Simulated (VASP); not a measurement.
# AlN (10-10) against 3 partners, part 3 of 3

How do the bands of GaN, SiC and ZnO, strained to AlN, line up with those of AlN?

VASP 6.6.1, plane waves and PAW; the level of theory is named at each step.

So far. Step 6 (Bulk band edges, LDA): The run ends at a pressure of 8.64 GPa, with forces up to 0.0018 eV/Å.

### 9. Potential of the interface, LDA

The core potentials in the middle of each layer tie the two bulk scales together.

Level: LDA; plane waves and PAW (Al, N, Ga_d).

INCAR reads:

```
SYSTEM = AlGaN2
PREC = Accurate
ENCUT = 520
EDIFF = 1E-06
NELM = 120
ISMEAR = 0
SIGMA = 0.05
LREAL = Auto
ALGO = Normal
GGA = CA
NBANDS = 128
LORBIT = 11
LWAVE = .FALSE.
LCHARG = .TRUE.
KPAR = 4
NCORE = 2
LVHAR = .TRUE.
NEDOS = 1500
```

POSCAR reads:

```
AlGaN2
1.0
    3.0916241270      0.0000000000      0.0000000000
    0.0000000000      4.9492496500      0.0000000000
    0.0000000000      0.0000000000     21.8536321330
Al N Ga
8 16 8
Direct
    0.0000000000      0.9983424323      0.9996905564
    0.0000000000      0.4998189134      0.0819620709
    0.5000000000      0.9999552293      0.1222814939
    0.5000000000      0.5001628346      0.2042459105
    0.0000000000      0.0001628346      0.2449794105
    0.0000000000      0.4999552293      0.3269438271
    0.5000000000      0.9998189134      0.3672632501
    0.5000000000      0.4983424323      0.4495347656
    0.0000000000      0.3756960520      0.0012405755
    0.0000000000      0.8806718539      0.0813667831
    0.5000000000      0.3817221738      0.1226507838
    0.5000000000      0.8821658606      0.2040523260
    0.0000000000      0.3821658606      0.2451729950
    0.0000000000      0.8817221738      0.3265745372
    0.5000000000      0.3806718539      0.3678585389
    0.5000000000      0.8756960520      0.4479847455
    0.0000000000      0.3868638590      0.4906167122
    0.0000000000      0.8816938976      0.5750051484
    0.5000000000      0.3808132055      0.6191152823
    0.5000000000      0.8804060314      0.7024665483
    0.0000000000      0.3804060314      0.7467589567
    0.0000000000      0.8808132055      0.8301102227
    0.5000000000      0.3816938976      0.8742203566
    0.5000000000      0.8868638590      0.9586087928
    0.0000000000      0.9988121591      0.4913640887
    0.0000000000      0.4967297878      0.5751349180
    0.5000000000      0.9961655351      0.6188862492
    0.5000000000      0.4959801747      0.7028506387
    0.0000000000      0.9959801747      0.7463748663
    0.0000000000      0.4961655351      0.8303392558
    0.5000000000      0.9967297878      0.8740905870
    0.5000000000      0.4988121591      0.9578614163
```

KPOINTS reads:

```
Automatic mesh
0
Gamma
7 5 1
0 0 0
```

PAW data sets: Al, N and Ga_d (LDA family, release 64).

The run is started by

```
> mpirun -np 8 vasp_std
```

The log of the run:

```text
[... set-up lines as in an earlier step ...]
 entering main loop
       N       E                     dE             d eps       ncg     rms          rms(c)
DAV:   1     0.308419039915E+04    0.30842E+04   -0.81166E+04  3592   0.250E+03
DAV:   2     0.663729452270E+03   -0.24205E+04   -0.22246E+04  3072   0.800E+02
DAV:   3    -0.180609004913E+03   -0.84434E+03   -0.78992E+03  4040   0.283E+02
DAV:   4    -0.273208712349E+03   -0.92600E+02   -0.90868E+02  3640   0.105E+02
[...]
DAV:  16    -0.242558112642E+03    0.25519E-05   -0.66681E-05  4280   0.383E-02    0.829E-03
DAV:  17    -0.242558112136E+03    0.50656E-06   -0.11157E-05  3776   0.342E-02    0.345E-03
DAV:  18    -0.242558112128E+03    0.73305E-08   -0.49385E-06  3224   0.148E-02
   1 F= -.24255811E+03 E0= -.24255811E+03  d E =-.157222E-10
```

It took 91 s on 8 MPI ranks of Intel Xeon 6975P-C (Granite Rapids), shared host; peak memory 2.8 GiB; 12 min of CPU time.

Parts of OUTCAR (step 9):

```text
  Total       10.6700310     17.6914777      0.4443782      0.0000000      0.0000000      0.0000000
  in kB       51.1242071     84.7666487      2.1291864      0.0000000      0.0000000      0.0000000
  external PRESSURE =      46.0066807 kB  Pullay stress =       0.0000000 kB

 POSITION                                       TOTAL-FORCE (eV/Angst)
 -----------------------------------------------------------------------------------
      0.00000      4.94105     21.84687         0.000000      0.019091     -0.008024
      0.00000      2.47373      1.79117         0.000000     -0.018825      0.032311
      1.54581      4.94903      2.67229         0.000000     -0.018653      0.004940
      1.54581      2.47543      4.46351         0.000000     -0.002485      0.031894
      0.00000      0.00081      5.35369         0.000000     -0.002485     -0.031894
      0.00000      2.47440      7.14491         0.000000     -0.018653     -0.004940
      1.54581      4.94835      8.02604         0.000000     -0.018825     -0.032311
      1.54581      2.46642      9.82397         0.000000      0.019091      0.008024
      0.00000      1.85941      0.02711         0.000000     -0.005875     -0.000263
      0.00000      4.35866      1.77816         0.000000     -0.014544      0.011159
      1.54581      1.88924      2.68037         0.000000     -0.023419      0.009129
      1.54581      4.36606      4.45928         0.000000     -0.004371     -0.009960
      0.00000      1.89143      5.35792         0.000000     -0.004371      0.009960
      0.00000      4.36386      7.13684         0.000000     -0.023419     -0.009129
[...]
-----------------------------------------------------------------------------------
    total drift:                                0.000000     -0.007498     -0.016791

  FREE ENERGIE OF THE ION-ELECTRON SYSTEM (eV)
  ---------------------------------------------------
  free  energy   TOTEN  =      -242.5581121282 eV

  energy  without entropy=     -242.5581121282  energy(sigma->0) =     -242.55811213

[... 2 parts as in an earlier step ...]

[... 1 further part left out ...]
[key lines of the parts left out:]
E-fermi :   6.4935
```

Numbers from this step:

| Item | Value |
| --- | --- |
| energy(sigma→0) of the program | -242.5581 eV |
| stress, compression positive | xx, yy, zz 5.11, 8.48, 0.21 GPa |

By hand, at LDA: the valence top lies 70.773 eV above the mean core potential (averaged over elements) in bulk AlN and 68.536 eV in strained GaN. In the interface cell the mean core potential in the middle of GaN less that in the middle of AlN is 3.033 eV. The valence offset is 68.536 − 70.773 + (3.033) = 0.80 eV.

### 10. The whole series

LASPH is off in runs at LDA and on in runs at HSE06.

Hybrid runs start from orbitals of a short LDA run, not shown.

Runs beyond LDA use the data sets made with LDA; this shifts their levels slightly, and their total energies have another zero.

The other members went through these steps as far as the tables show, with one cutoff; 32 runs are not shown, of which 4 ended short or failed. The session took 7.5 core hours (wall time by ranks) on a shared machine.

Line-up of core potentials from the interface at LDA; other levels change the bulk edges alone, each counted from the mean potential of its bulk cell. Gaps of the substrate: LDA 4.40 eV, HSE06 5.76 eV.

| partner | atoms | mean in-plane stress of the strained partner, tension positive (GPa) | gap of the whole cell (eV) | largest spread of the line-up between elements of one side (eV) |
| --- | --- | --- | --- | --- |
| GaN | 32 | -13.0 | 2.83 | 0.00 |
| SiC | 32 | -1.3 | 2.32 | 0.05 |
| ZnO | 32 | -6.8 | 0.24 | 0.04 |

At LDA:

| partner | valence-band top of the partner above the substrate's, LDA (eV) | conduction-band bottom of the partner above the substrate's, LDA (eV) | gap of the strained partner, LDA (eV) |
| --- | --- | --- | --- |
| GaN | 0.80 | -1.30 | 2.31 |
| SiC | 1.80 | -0.42 | 2.19 |
| ZnO | -0.05 | -3.65 | 0.80 |

At HSE06:

| partner | valence-band top of the partner above the substrate's, HSE06 (eV) | conduction-band bottom of the partner above the substrate's, HSE06 (eV) | gap of the strained partner, HSE06 (eV) |
| --- | --- | --- | --- |
| GaN | 0.93 | -1.18 | 3.65 |
| SiC | 2.04 | -0.48 | 3.25 |
| ZnO | -0.28 | -3.44 | 2.60 |

### 11. What came out

| Property | Result |
| --- | --- |
| GaN, HSE06 | valence +0.93 eV, conduction -1.18 eV |
| SiC, HSE06 | valence +2.04 eV, conduction -0.48 eV |
| ZnO, HSE06 | valence -0.28 eV, conduction -3.44 eV |

What this shows: Begun but not finished: BN. The cell with ZnO has a gap of 0.24 eV where the line-up gives 0.75 eV, a sign of interface states or fields. GaN at HSE06: its gap lies inside the substrate's (type I). SiC at HSE06: its gap lies inside the substrate's (type I). ZnO at HSE06: the edges are staggered (type II). Going from LDA to HSE06 moves the valence offsets of GaN, SiC and ZnO by -0.23 to 0.24 eV. Offsets and overlaps of about 0.3 eV or less are within the errors that the gaps of this level can carry, so their sign, and the type with it, is not secure. Spin-orbit coupling, which raises the valence tops by amounts that differ between the sides, is left out. GaN, SiC and ZnO are under more than 3 GPa of in-plane stress along one axis or both, more than a thick film would hold. Levels beyond the first ran on coarser meshes, which moves edges by some hundredths of an eV. The bounds that sort cases in this text are picked. The interfaces are ideal and a few layers thick: no intermixing, defects or band bending. All crystals are in the wurtzite form, joined along a non-polar plane.

[Lines on the potential files, build, host, timing and source positions are cut from VASP's logs without a mark.]

[Logs are printed without paths, hosts, clocks, repeated set-up lines and the standing remarks that a program may print on its own settings, such as how far it seeks lower states.]

[Hosts, paths, dates, database ids (printed as entryN), source tags and the programs' standing remarks are cut or masked in the printed files.]

[In band tables of VASP the shares of atoms and orbitals are scaled to a sum of 1 inside the atoms' spheres.]
